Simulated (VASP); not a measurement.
# W (Im-3m) in VASP: a series of runs, part 2 of 2

VASP 6.6.1. The steps go on from the part before.

**4. Elastic constants, PBEsol**

File POSCAR:

```
W
1.0
   -1.5776066429      1.5776066429      1.5776066429
    1.5776066429     -1.5776066429      1.5776066429
    1.5776066429      1.5776066429     -1.5776066429
  W
     1
Direct
     0.0000000000000000    0.0000000000000000    0.0000000000000000
```

File INCAR.step1:

```
ALGO = Fast
EDIFF = 1E-8
EDIFFG = -0.002
ENCUT = 600
GGA = PS
IBRION = 2
ISIF = 3
ISMEAR = 1
KPAR = 2
LASPH = T
LCHARG = F
LREAL = F
LWAVE = F
NELM = 80
NSW = 40
PREC = Accurate
SIGMA = 0.2
```

File INCAR.step2:

```
ALGO = Fast
EDIFF = 1E-8
ENCUT = 600
GGA = PS
IBRION = 6
ISIF = 3
ISMEAR = 1
KPAR = 2
LASPH = T
LCHARG = F
LREAL = F
LWAVE = F
NELM = 80
NFREE = 2
NSW = 1
POTIM = 0.015
PREC = Accurate
SIGMA = 0.2
```

File KPOINTS:

```
k-points
0
Gamma
  30 30 30
```

On the command line:

```sh
$ cat potpaw_PBE.64/W_sv/POTCAR > POTCAR
$ cp INCAR.step1 INCAR
$ mpirun -np 2 vasp_std > vasp.out
$ cp CONTCAR POSCAR
$ cp INCAR.step2 INCAR
$ mpirun -np 2 vasp_std > vasp.out
```

Run time: 45 min. Hardware: 2 MPI ranks of Intel Xeon Platinum 8488C (Sapphire Rapids), shared host; peak memory 2.3 GiB.

It converged, with:

- Relaxed volume: 15.72 Å³/atom
- Relaxed cell: a = 2.734 Å, b = 2.734 Å, c = 2.734 Å, α = 109.47°, β = 109.47°, γ = 109.47°
- Space group after relaxing (to 0.05 Å): Im-3m (No. 229)
- Elastic constants C11, C12, C44: 556, 211, 157 GPa
- Voigt bulk modulus: 326 GPa

Final structure:
```xyz
1
Lattice="-1.5782 1.5782 1.5782 1.5782 -1.5782 1.5782 1.5782 1.5782 -1.5782" Properties=species:S:1:pos:R:3 pbc="T T T"
W     0.0000    0.0000    0.0000
```

Elastic tensor in Voigt notation (GPa, in the Cartesian axes of the cell as first typed):
```
556 211 211   0   0   0
211 556 211   0   0   0
211 211 556   0   0   0
  0   0   0 157   0   0
  0   0   0   0 157   0
  0   0   0   0   0 157
```

Clamped-ion elastic tensor (GPa):
```
556 211 211   0   0   0
211 556 211   0   0   0
211 211 556   0   0   0
  0   0   0 157   0   0
  0   0   0   0 157   0
  0   0   0   0   0 157
```

Caveat: the PAW data sets were made with another functional, which shifts forces and pressure a little. The run has no spin-orbit coupling, so splittings on W are missing.

**5. Band structure, PBE**

File INCAR:

```
SYSTEM = W
PREC = Accurate
ENCUT = 520
EDIFF = 1E-7
ISMEAR = 1
SIGMA = 0.1
LREAL = .FALSE.
LASPH = .TRUE.
NELM = 80
ALGO = Normal
ISIF = 2
LWAVE = .FALSE.
LCHARG = .FALSE.
LMAXMIX = 4
GGA = PE
```

File KPOINTS:

```
Automatic mesh
0
G
  16 16 16
  0 0 0
```

File POSCAR:

```
W                                       
1.0
   -1.5776066427      1.5776066427      1.5776066427
    1.5776066427     -1.5776066427      1.5776066427
    1.5776066427      1.5776066427     -1.5776066427
  W             
     1
Direct
     0.0000000000000000    0.0000000000000000    0.0000000000000000
```

File KPOINTS_OPT:

```
explicit points
188
Reciprocal
 0.0000000000  0.0000000000  0.0000000000 1
 0.0263157895 -0.0263157895  0.0263157895 1
 0.0526315789 -0.0526315789  0.0526315789 1
 0.0789473684 -0.0789473684  0.0789473684 1
 0.1052631579 -0.1052631579  0.1052631579 1
 0.1315789474 -0.1315789474  0.1315789474 1
[... 180 lines left out ...]
-0.0124653500  0.0124653500  0.5000000000 1
 0.0124653500 -0.0124653500  0.5000000000 1
```

Potentials or basis: VASP PAW PBE potentials, release 64 (W_sv).

On the command line:

```sh
$ cat potpaw_PBE.64/W_sv/POTCAR > POTCAR
$ mpirun -np 1 vasp_std > vasp.out
```

OUTCAR:

```text
SYSTEM = W
   PREC = Accurate
   ENCUT = 520
   EDIFF = 1E-7
   ISMEAR = 1
   LREAL = .FALSE.
   LASPH = .TRUE.
   NELM = 80
   ISIF = 2
   GGA = PE

 ion  position               nearest neighbor table
   1  0.000  0.000  0.000-

  LATTYP: Found a body centered cubic cell.
 ALAT       =     3.1552132854

  Lattice vectors:

 A1 = (  -1.5776066427,   1.5776066427,   1.5776066427)
 A2 = (   1.5776066427,  -1.5776066427,   1.5776066427)
 A3 = (   1.5776066427,   1.5776066427,  -1.5776066427)

Analysis of symmetry for initial positions (statically):
=====================================================================
 Subroutine PRICEL returns:
 Original cell was already a primitive cell.

 Routine SETGRP: Setting up the symmetry group for a
 body centered cubic supercell.

 Subroutine GETGRP returns: Found 48 space group operations
 (whereof 48 operations were pure point group operations)
 out of a pool of 48 trial point group operations.

The static configuration has the point symmetry O_h .

Analysis of symmetry for dynamics (positions and initial velocities):
=====================================================================
 Subroutine PRICEL returns:
 Original cell was already a primitive cell.

 Routine SETGRP: Setting up the symmetry group for a
 body centered cubic supercell.

 Subroutine GETGRP returns: Found 48 space group operations
 (whereof 48 operations were pure point group operations)
 out of a pool of 48 trial point group operations.

The dynamic configuration has the point symmetry O_h .

 Subroutine INISYM returns: Found 48 space group operations
 (whereof 48 operations are pure point group operations),
 and found     1 'primitive' translations

----------------------------------------------------------------------------------------

                                     Primitive cell

  volume of cell :      15.7057

  direct lattice vectors                    reciprocal lattice vectors
    -1.577606643  1.577606643  1.577606643     0.000000000  0.316935785  0.316935785
     1.577606643 -1.577606643  1.577606643     0.316935785  0.000000000  0.316935785
     1.577606643  1.577606643 -1.577606643     0.316935785  0.316935785  0.000000000

  length of vectors
     2.732494860  2.732494860  2.732494860     0.448214886  0.448214886  0.448214886

  position of ions in fractional coordinates (direct lattice)
     0.000000000  0.000000000  0.000000000

  ion indices of the primitive-cell ions
   primitive index   ion index
                 1           1

----------------------------------------------------------------------------------------

 KPOINTS: Automatic mesh

Automatic generation of k-mesh.
 Grid dimensions read from file:
 generate k-points for:   16   16   16

 Generating k-lattice:

  Cartesian coordinates                     Fractional coordinates (reciprocal lattice)
     0.000000000  0.019808487  0.019808487     0.062500000  0.000000000  0.000000000
     0.019808487  0.000000000  0.019808487     0.000000000  0.062500000  0.000000000
     0.019808487  0.019808487  0.000000000     0.000000000  0.000000000  0.062500000

  Length of vectors
     0.028013430  0.028013430  0.028013430

  Shift w.r.t. Gamma in fractional coordinates (k-lattice)
     0.000000000  0.000000000  0.000000000

 Subroutine IBZKPT returns following result:
 ===========================================

 Found    145 irreducible k-points:

 Following reciprocal coordinates:
            Coordinates               Weight
  0.000000  0.000000  0.000000      1.000000
  0.062500  0.000000  0.000000     12.000000
  0.125000  0.000000  0.000000     12.000000
  0.187500  0.000000  0.000000     12.000000
  0.250000  0.000000  0.000000     12.000000
  0.312500  0.000000  0.000000     12.000000
[... 16 lines left out ...]
  0.187500  0.187500  0.000000     24.000000
  0.250000  0.187500  0.000000     48.000000
 [... further k-points ...]
   k-points           NKPTS =    145   k-points in BZ     NKDIM =    145   number of bands    NBANDS=     11
   number of dos      NEDOS =    301   number of ions     NIONS =      1
   total plane-waves  NPLWV =   8000
   dimension x,y,z NGX =    20 NGY =   20 NGZ =   20
   dimension x,y,z NGXF=    40 NGYF=   40 NGZF=   40
   ions per type =               1
   NGX,Y,Z   is equivalent  to a cutoff of  12.17, 12.17, 12.17 a.u.
   NGXF,Y,Z  is equivalent  to a cutoff of  24.34, 24.34, 24.34 a.u.
 SYSTEM =  W
   PREC   = accura    normal or accurate (medium, high low for compatibility)
   ISTART =      0    job   : 0-new  1-cont  2-samecut
   ICHARG =      2    charge: 1-file 2-atom 10-const
   ISPIN  =      1    spin polarized calculation?
   LNONCOLLINEAR =      F non collinear calculations
   LSORBIT =      F    spin-orbit coupling
   LASPH  =      T    aspherical Exc in radial PAW
   ENCUT  =  520.0 eV  38.22 Ry    6.18 a.u.   5.08  5.08  5.08*2*pi/ulx,y,z
   NELM   =     80;   NELMIN=  2; NELMDL= -5     # of ELM steps
   EDIFF  = 0.1E-06   stopping-criterion for ELM
   LREAL  =      F    real-space projection
   EDIFFG = 0.1E-05   stopping-criterion for IOM
   NSW    =      0    number of steps for IOM
   IBRION =     -1    ionic relax: 0-MD 1-quasi-New 2-CG
   NFREE  =      0    steps in history (QN), initial steepest desc. (CG)
   ISIF   =      2    stress and relaxation
   ISYM   =      2    0-nonsym 1-usesym 2-fastsym
   POTIM  = 0.5000    time-step for ionic-motion
   TEBEG  =    0.0;   TEEND  =   0.0 temperature during run
   PSTRESS=    0.0 pullay stress
   NELECT =      14.0000    total number of electrons
   NUPDOWN=      -1.0000    fix difference up-down
   EMIN   =  10.00;   EMAX   =-10.00  energy-range for DOS
   EFERMI =   0.00;   METHOD = LEGACY
   ISMEAR =     1;   SIGMA  =   0.10  broadening in eV -4-tet -1-fermi 0-gaus
   EFERMI_NEDOS =   21; number of points for ismear=-14 and -15
   IALGO  =     38    algorithm
   IMIX   =      4    mixing-type and parameters
     AMIX     =   0.40;   BMIX     =  1.00
     AMIX_MAG =   1.60;   BMIX_MAG =  1.00
  volume/ion in A,a.u.               =      15.71       105.99
  Fermi-wavevector in a.u.,A,eV,Ry     =   1.575550  2.977357 33.774517  2.482357
  Thomas-Fermi vector in A             =   2.676517
   LORBIT       =      0    0 simple, 1 ext, 2 COOP (PROOUT), +10 PAW based schemes
   GGA     = PE    functional components
   LHFCALC =     F    Hartree Fock is set to
   AEXX    =    0.0000 exact exchange contribution
   IVDW    =     0    specifies the selected vdW correction
   LEPSILON=     F    determine dielectric tensor
   LRPA    =     F    only Hartree local field effects (RPA)
 non-spin polarized calculation
 Methfessel and Paxton  Order N= 1 SIGMA  =   0.10
  energy-cutoff  :      520.00
  volume of cell :       15.71
 maximum number of plane-waves:       438
   NGX = 11   NGY = 11   NGZ = 11

 number of electron      14.0000005 magnetization

 Free energy of the ion-electron system (eV)
  ---------------------------------------------------
  ext. energy  EPLUGINS =         0.00000000
  ---------------------------------------------------
  free energy    TOTEN  =       -12.94452917 eV

  energy without entropy =      -12.94400589  energy(sigma->0) =      -12.94435474

 E-fermi :  11.6271     XC(G=0): -13.6923

 val. band max:       11.6184300421   @ k =  -0.3125   0.3125   0.1875
 cond. band min:      11.6416512549   @ k =  -0.2500   0.2500   0.1250
 fundamental gap:      0.0232212128
 Fermi energy:        11.6270662298

 k-point     1 :       0.0000    0.0000    0.0000
  band No.  band energies     occupation
      1     -62.5865      2.00000
      2     -26.1351      2.00000
      3     -26.1351      2.00000
      4     -26.1351      2.00000
      5       1.8893      2.00000
      6      10.3365      2.00000
      7      10.3365      2.00000
      8      10.3365      2.00000
      9      13.8648      0.00000
     10      13.8648      0.00000
     11      26.1154      0.00000

 k-point     2 :       0.0625    0.0000    0.0000
  band No.  band energies     occupation
      1     -62.5813      2.00000
      2     -26.1899      2.00000
      3     -26.1521      2.00000
      4     -26.1353      2.00000
      5       2.0808      2.00000
      6      10.2192      2.00000
      7      10.3094      2.00000
      8      10.5215      2.00000
      9      13.6771      0.00000
     10      13.8656      0.00000
     11      26.2801      0.00000
[... 295 lines left out ...]
 k-point    24 :       0.2500    0.1875    0.0000
  band No.  band energies     occupation
      1     -62.4628      2.00000
      2     -27.1803      2.00000
      3     -26.5699      2.00000
      4     -26.2501      2.00000
      5       6.1949      2.00000
      6       8.4100      2.00000
      7       9.2429      2.00000
      8      13.1674     -0.00000
      9      14.7358      0.00000
     10      16.9595      0.00000
     11      24.1594      0.00000

 [... further k-points ...]
[... 5 lines left out ...]
  --------------------------------------------------------------------------------------
  -------------------------------------------------------------------------------------
  Total        0.8682553      0.8682553      0.8682553      0.0000000      0.0000000      0.0000000
  in kB       88.5730997     88.5730997     88.5730997      0.0000000      0.0000000      0.0000000
  external PRESSURE =      88.5730997 kB  Pullay stress =       0.0000000 kB

 VOLUME and BASIS-vectors are now :
 -----------------------------------------------------------------------------
  energy-cutoff  :      520.00
  volume of cell :       15.71
      direct lattice vectors                 reciprocal lattice vectors
    -1.577606643  1.577606643  1.577606643     0.000000000  0.316935785  0.316935785
     1.577606643 -1.577606643  1.577606643     0.316935785  0.000000000  0.316935785
     1.577606643  1.577606643 -1.577606643     0.316935785  0.316935785  0.000000000

 POSITION                                       TOTAL-FORCE (eV/Angst)
 -----------------------------------------------------------------------------------
      0.00000      0.00000      0.00000        -0.000000      0.000000     -0.000000
 -----------------------------------------------------------------------------------
    total drift:                                0.000000     -0.000000      0.000000

  FREE ENERGIE OF THE ION-ELECTRON SYSTEM (eV)
  ---------------------------------------------------
  free  energy   TOTEN  =       -12.9445291659 eV

  energy  without entropy=      -12.9440058869  energy(sigma->0) =      -12.94435474
```

Wall time 13 s (1 thread of Intel Xeon 6975P-C (Granite Rapids), shared host); peak memory 0.16 GiB.

What came out:

```
Free energy             : -12.9445 eV
Pressure                : 8.9 GPa
Band gap along the path : none (metal or under the smearing width)
```

Levels at the corners of the path, in eV from the Fermi level:
| point | band 3 | band 4 | band 5 | band 6 | band 7 | band 8 | band 9 | band 10 | band 11 |
| --- | --- | --- | --- | --- | --- | --- | --- | --- | --- |
| Γ | -37.76 | -37.76 | -9.74 | -1.29 | -1.29 | -1.29 | 2.24 | 2.24 | 14.49 |
| H | -38.69 | -38.69 | -5.96 | -5.96 | 5.19 | 5.19 | 5.19 | 8.27 | 8.27 |
| H | -38.69 | -38.69 | -5.96 | -5.96 | 5.19 | 5.19 | 5.19 | 8.27 | 8.27 |
| N | -38.19 | -37.77 | -6.39 | -3.66 | 0.66 | 2.14 | 3.13 | 6.19 | 11.19 |
| N | -38.19 | -37.77 | -6.39 | -3.66 | 0.66 | 2.14 | 3.13 | 6.19 | 11.19 |
| Γ | -37.76 | -37.76 | -9.74 | -1.29 | -1.29 | -1.29 | 2.24 | 2.24 | 14.49 |
| Γ | -37.76 | -37.76 | -9.74 | -1.29 | -1.29 | -1.29 | 2.24 | 2.24 | 14.49 |
| P | -38.43 | -38.43 | -3.03 | -3.03 | -3.03 | 3.30 | 3.30 | 6.67 | 12.32 |
| P | -38.43 | -38.43 | -3.03 | -3.03 | -3.03 | 3.30 | 3.30 | 6.67 | 12.32 |
| H | -38.69 | -38.69 | -5.96 | -5.96 | 5.19 | 5.19 | 5.19 | 8.27 | 8.27 |
| P | -38.43 | -38.43 | -3.03 | -3.03 | -3.03 | 3.30 | 3.30 | 6.67 | 12.32 |
| N | -38.19 | -37.77 | -6.39 | -3.66 | 0.66 | 2.14 | 3.13 | 6.19 | 11.19 |

Caveat: spin-orbit coupling is left out, which moves the levels of the heavy elements.
